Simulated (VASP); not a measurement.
# CoSi2 (Fm-3m) in VASP: further runs

Aim: see how the results for CoSi2 move with the level of theory and the settings. Levels: optB86b-vdW+U, BLYP+D4, LDA+U. Tasks: density of states, equation of state.

Program: VASP 6.6.1. These are calculated values, not measurements. Logs are shortened: lines on timing, memory, paths and dates and some standing lists are left out, and cuts for length are marked.

### Step 1. The structure

Symmetry: Fm-3m, No. 225, cubic system. The conventional cell has a = 5.356 Å, b = 5.356 Å, c = 5.356 Å, α = 90.00°, β = 90.00°, γ = 90.00°. Co (site symmetry m-3m) has 8 Si at 2.32 Å as nearest neighbours. Si (site symmetry -43m) is surrounded by 4 Co at 2.32 Å.

### Step 2. Density of states, optB86b-vdW+U, collinear spin, zero start (volume scaled by 1.25)

File run.py:

```python
from ase.calculators.vasp import Vasp
from ase.dft.dos import DOS
from ase.io import read

atoms = read('POSCAR')
calc = Vasp(
    directory='calc',
    xc='optb86b-vdw',
    pp='PBE',
    setups={'base': 'minimal', 'Co': '_GW', 'Si': '_GW'},
    prec='Accurate',
    encut=550,
    ediff=1e-06,
    ismear=-5,
    sigma=0.05,
    lreal=False,
    lasph=True,
    nelm=150,
    algo='Normal',
    isif=2,
    lwave=False,
    lcharg=False,
    ispin=2,
    lorbit=11,
    lmaxmix=4,
    ldautype=2,
    ldauprint=1,
    ldau_luj={'Co': {'L': 2, 'U': 2, 'J': 0.5}},
    kpts=[9, 9, 9],
    gamma=True,
    magmom=[0.0, 0.0, 0.0],
)
atoms.calc = calc

print('energy (eV):', atoms.get_potential_energy())
print('free energy (eV):', atoms.get_potential_energy(force_consistent=True))
print('forces (eV/A):')
print(atoms.get_forces())
print('stress (eV/A^3, Voigt):', atoms.get_stress())
print('Fermi level (eV):', calc.get_fermi_level())
print('moment (muB):', atoms.get_magnetic_moment())
print('site moments (muB):', atoms.get_magnetic_moments())
dos = DOS(calc, width=0.1, window=(-10, 10), npts=301)
print('E - E_F (eV), DOS (1/eV)')
for e, g in zip(dos.get_energies(), dos.get_dos()):
    print(f'{e:8.3f} {g:10.4f}')
```

File POSCAR:

```
CoSi2
1.0
    0.0000000000      2.8847880500      2.8847880500
    2.8847880500      0.0000000000      2.8847880500
    2.8847880500      2.8847880500      0.0000000000
Co Si
1 2
Direct
    0.0000000000      0.0000000000      0.0000000000
    0.7500000000      0.7500000000      0.7500000000
    0.2500000000      0.2500000000      0.2500000000
```

Potentials or basis: VASP PAW PBE potentials, release 64 (Co_GW, Si_GW).

Started as:

```console
$ python run.py
```

Output:

```text
<dir> UserWarning: vdW has been enabled, however no location for the vdw_kernel.bindat file has been specified. Set ASE_VASP_VDW environment variable to copy the vdW kernel.
  warnings.warn(
energy (eV): -12.14224625
free energy (eV): -12.14224625
forces (eV/A):
[[-0. -0. -0.]
 [-0. -0. -0.]
 [ 0.  0.  0.]]
stress (eV/A^3, Voigt): [ 0.14700575  0.14700575  0.14700575 -0.          0.         -0.        ]
Fermi level (eV): 5.74056788
moment (muB): 1.7e-05
site moments (muB): [ 0. -0. -0.]
E - E_F (eV), DOS (1/eV)
 -10.000     0.5469
  -9.933     0.4392
  -9.867     0.1868
  -9.800     0.1343
  -9.733     0.2619
  -9.667     0.5543
[... 293 lines left out ...]
   9.933     0.0000
  10.000     0.0000
```

Wall time 1.8 min (1 thread of Intel Xeon Platinum 8259CL at 2.50GHz (Skylake/Cascade Lake), shared host); peak memory 0.43 GiB.

What came out:

```
Free energy                                           : -12.1422 eV
Pressure                                              : -23.6 GPa
Band gap on the k mesh                                : none (metal or under the smearing width)
Net moment                                            : 0.00 μB per cell
Valence electrons inside the program's atomic spheres : Co 8.37; Si 1.55
```

Levels at points of the mesh, in eV from the Fermi level:
Spin up:
```tsv
k point	band 5	band 6	band 7	band 8	band 9	band 10	band 11	band 12
(0.00, 0.00, 0.00)	-1.37	-1.37	-1.06	2.75	2.75	2.75	3.47	3.47
```
Spin down:
```tsv
k point	band 7	band 8	band 9	band 10	band 11	band 12
(0.00, 0.00, 0.00)	-1.06	2.75	2.75	2.75	3.47	3.47
```

States per cell in windows of 1 eV (zero at the Fermi level; states under -8 eV left out):
```csv
from (eV),up,down,Co1_d_up,Co1_d_down,Si2_p_up,Si3_p_up,Si2_p_down,Si3_p_down
-8.0,0.43,0.43,0.02,0.02,0.01,0.01,0.01,0.01
-7.0,0.41,0.41,0.04,0.04,0.01,0.01,0.01,0.01
-6.0,0.28,0.28,0.04,0.04,0.01,0.01,0.01,0.01
-5.0,0.41,0.41,0.05,0.05,0.04,0.04,0.04,0.04
-4.0,0.93,0.93,0.25,0.25,0.08,0.08,0.08,0.08
-3.0,1.43,1.43,0.62,0.62,0.11,0.11,0.11,0.11
-2.0,2.13,2.13,1.66,1.66,0.04,0.04,0.04,0.04
-1.0,1.69,1.69,1.08,1.08,0.06,0.06,0.06,0.06
0.0,0.42,0.42,0.17,0.17,0.03,0.03,0.03,0.03
1.0,0.93,0.93,0.35,0.35,0.06,0.06,0.06,0.06
2.0,0.24,0.24,0.07,0.07,0.02,0.02,0.02,0.02
3.0,1.12,1.12,0.26,0.26,0.11,0.11,0.11,0.11
4.0,0.46,0.46,0.07,0.07,0.06,0.06,0.06,0.06
5.0,0.29,0.29,0.03,0.03,0.04,0.04,0.04,0.04
6.0,0.03,0.03,0.00,0.00,0.01,0.01,0.01,0.01
7.0,0.00,0.00,0.00,0.00,0.00,0.00,0.00,0.00
```

Eigenvalues of the final occupation matrices:
```tsv
site	spin	trace	eigenvalues
site 1 d	1	3.75	0.70 0.70 0.70 0.83 0.83
site 1 d	2	3.75	0.70 0.70 0.70 0.83 0.83
```

Caveat: the PAW data sets were made with another functional, which shifts forces and pressure a little; the U is typed as a test and isn't derived for this compound.

### Step 3. Equation of state, BLYP+D4, collinear spin, random start

File run.py:

```python
from ase.calculators.vasp import Vasp
from ase.eos import EquationOfState
from ase.io import Trajectory
from ase.io import read
from ase.units import GPa

atoms = read('POSCAR')
atoms.set_initial_magnetic_moments([2.23, 0.0, 0.0])
calc = Vasp(
    directory='calc',
    xc='blyp',
    pp='PBE',
    setups='recommended',
    prec='Accurate',
    encut=520,
    ediff=1e-06,
    ismear=-5,
    sigma=0.05,
    lreal=False,
    lasph=True,
    nelm=100,
    algo='Normal',
    isif=2,
    lwave=False,
    lcharg=False,
    ispin=2,
    lorbit=11,
    nupdown=4,
    lmaxmix=4,
    ivdw=13,
    vdw_s6=1.0,
    vdw_s8=2.34076671,
    vdw_a1=0.44488865,
    vdw_a2=4.0933009,
    kpts=[9, 9, 9],
    gamma=True,
)
atoms.calc = calc
cell = atoms.cell.copy()
volumes, energies = [], []
traj = Trajectory('eos.traj', 'w')
for x in [0.94, 0.96, 0.98, 1.0, 1.02, 1.04, 1.06]:
    atoms.set_cell(cell * x ** (1 / 3), scale_atoms=True)
    volumes.append(atoms.get_volume())
    energies.append(atoms.get_potential_energy())
    traj.write(atoms)
    print(f'{x:5.2f} {volumes[-1]:12.5f} {energies[-1]:14.6f}')

v0, e0, B = EquationOfState(volumes, energies, eos='vinet').fit()
print(f'V0 = {v0:.4f} A^3, E0 = {e0:.6f} eV, B = {B / GPa:.2f} GPa')
```

File POSCAR:

```
CoSi2
1.0
    0.0000000000      2.6780000000      2.6780000000
    2.6780000000      0.0000000000      2.6780000000
    2.6780000000      2.6780000000      0.0000000000
Co Si
1 2
Direct
    0.0000000000      0.0000000000      0.0000000000
    0.7500000000      0.7500000000      0.7500000000
    0.2500000000      0.2500000000      0.2500000000
```

Potentials or basis: VASP PAW PBE potentials, release 64 (Co, Si).

Started as:

```console
$ python run.py
```

It took 5.9 min on 1 thread of Intel Xeon Platinum 8259CL at 2.50GHz (Skylake/Cascade Lake), shared host; peak memory 0.2 GiB.

It converged, with:

```
Equilibrium volume : outside the volumes run
```

Energy against volume, from the lowest point:
```tsv
volume (Å³/atom)	energy (meV/atom)
12.036	323.77
12.292	251.16
12.548	186.88
12.804	129.73
13.060	80.13
13.316	37.23
13.572	0.00
```

Caveat: the moment is held away from its start; the PAW data sets were made with another functional, which shifts forces and pressure a little; the total moment is fixed, so each spin has its own Fermi level.

### Step 4. Equation of state, LDA+U, collinear spin, ferromagnetic start (cell strained at random at fixed volume)

File run.py:

```python
from ase import Atoms
from ase.calculators.vasp import Vasp
from ase.eos import EquationOfState
from ase.io import Trajectory
from ase.units import GPa

atoms = Atoms(
    ['Co', 'Si', 'Si'],
    cell=[[0.018005, 2.75699, 2.710356], [2.638858, 0.022124, 2.706237], [2.615301, 2.729315, 0.04568]],
    scaled_positions=[[0.0, 0.0, 0.0], [0.75, 0.75, 0.75], [0.25, 0.25, 0.25]],
    pbc=True,
)
atoms.set_initial_magnetic_moments([2.0, 0.0, 0.0])
calc = Vasp(
    directory='calc',
    xc='lda',
    pp='LDA',
    setups='recommended',
    prec='Accurate',
    encut=520,
    ediff=1e-07,
    ismear=0,
    sigma=0.1,
    lreal=False,
    lasph=True,
    nelm=100,
    algo='Fast',
    isif=2,
    lwave=False,
    lcharg=False,
    ispin=2,
    lorbit=11,
    lmaxmix=4,
    ldautype=2,
    ldauprint=1,
    ldau_luj={'Co': {'L': 2, 'U': 7, 'J': 0}},
    kpts=[9, 9, 9],
    gamma=True,
)
atoms.calc = calc
cell = atoms.cell.copy()
volumes, energies = [], []
traj = Trajectory('eos.traj', 'w')
for x in [0.94, 0.96, 0.98, 1.0, 1.02, 1.04, 1.06]:
    atoms.set_cell(cell * x ** (1 / 3), scale_atoms=True)
    volumes.append(atoms.get_volume())
    energies.append(atoms.get_potential_energy())
    traj.write(atoms)
    print(f'{x:5.2f} {volumes[-1]:12.5f} {energies[-1]:14.6f}')

v0, e0, B = EquationOfState(volumes, energies, eos='vinet').fit()
print(f'V0 = {v0:.4f} A^3, E0 = {e0:.6f} eV, B = {B / GPa:.2f} GPa')
```

Potentials or basis: VASP PAW LDA potentials, release 64 (Co, Si).

Started as:

```console
$ python run.py
```

Output:

```text
0.94     36.10685     -16.179309
 0.96     36.87508     -16.137324
 0.98     37.64331     -16.079359
 1.00     38.41154     -16.007290
 1.02     39.17977     -15.922791
 1.04     39.94800     -15.827366
 1.06     40.71623     -15.722359
<dir> UserWarning: The minimum volume of your fit is not in your volumes.  You may not have a minimum in your dataset!
  warnings.warn(
V0 = 34.8293 A^3, E0 = -16.207945 eV, B = 209.26 GPa
```

OUTCAR:

```text
ENCUT = 520.000000
   EDIFF = 1.00e-07
   PREC = Accurate
   ISIF = 2
   ISMEAR = 0
   ISPIN = 2
   LORBIT = 11
   NELM = 100
   LASPH = .TRUE.
   LREAL = .FALSE.

 ion  position               nearest neighbor table
   1  0.000  0.000  0.000-   2 2.34   3 2.34   2 2.36   3 2.36   2 2.37   3 2.37   3 2.39   2 2.39
[... 1053 lines left out ...]
 -----------------------------------------------------------------------------------
      0.00000      0.00000      0.00000         0.000000      0.000000      0.000000
      4.03167      4.21235      4.17705         0.098135      0.080163     -0.020440
      1.34389      1.40412      1.39235        -0.098135     -0.080163      0.020440
 -----------------------------------------------------------------------------------
    total drift:                                0.000000     -0.000000     -0.000000

  FREE ENERGIE OF THE ION-ELECTRON SYSTEM (eV)
  ---------------------------------------------------
  free  energy   TOTEN  =       -15.7253917517 eV

  energy  without entropy=      -15.7193266832  energy(sigma->0) =      -15.72235922

 total charge

# of ion       s       p       d       tot
------------------------------------------
    1        0.482   0.600   7.921   9.003
    2        0.729   0.829   0.000   1.558
    3        0.729   0.829   0.000   1.558
--------------------------------------------------
tot          1.940   2.259   7.921  12.120

 magnetization (x)

# of ion       s       p       d       tot
------------------------------------------
    1       -0.000   0.000   0.000   0.000
    2       -0.000  -0.000   0.000  -0.000
    3       -0.000  -0.000   0.000  -0.000
--------------------------------------------------
tot         -0.000  -0.000   0.000   0.000
```

INCAR:

```text
ENCUT = 520.000000
SIGMA = 0.100000
EDIFF = 1.00e-07
ALGO = Fast
PREC = Accurate
ISIF = 2
ISMEAR = 0
ISPIN = 2
LDAUPRINT = 1
LDAUTYPE = 2
LMAXMIX = 4
LORBIT = 11
NELM = 100
LASPH = .TRUE.
LCHARG = .FALSE.
LWAVE = .FALSE.
LREAL = .FALSE.
LDAU = .TRUE.
LDAUL = 2 -1
LDAUU = 7.000 0.000
LDAUJ = 0.000 0.000
MAGMOM = 1*2.0000 2*0.0000
```

It took 53 min on 1 thread of Intel Xeon Platinum 8259CL at 2.50GHz (Skylake/Cascade Lake), shared host; peak memory 0.41 GiB.

What came out:

- Equilibrium volume: 11.61 Å³/atom (rough: see the caveat)
- Bulk modulus at fixed shape and positions: 211 GPa (rough)

Energy against volume, from the lowest point:
| volume (Å³/atom) | energy (meV/atom) |
| --- | --- |
| 12.036 | 0.00 |
| 12.292 | 13.99 |
| 12.548 | 33.32 |
| 12.804 | 57.34 |
| 13.060 | 85.51 |
| 13.316 | 117.31 |
| 13.572 | 152.32 |

Caveat: the minimum lies outside the volumes run; the cell was scaled at fixed shape and fractional positions, which overstates the stiffness of a crystal with free parameters, most of all of layers and chains; the U is typed as a test and isn't derived for this compound.
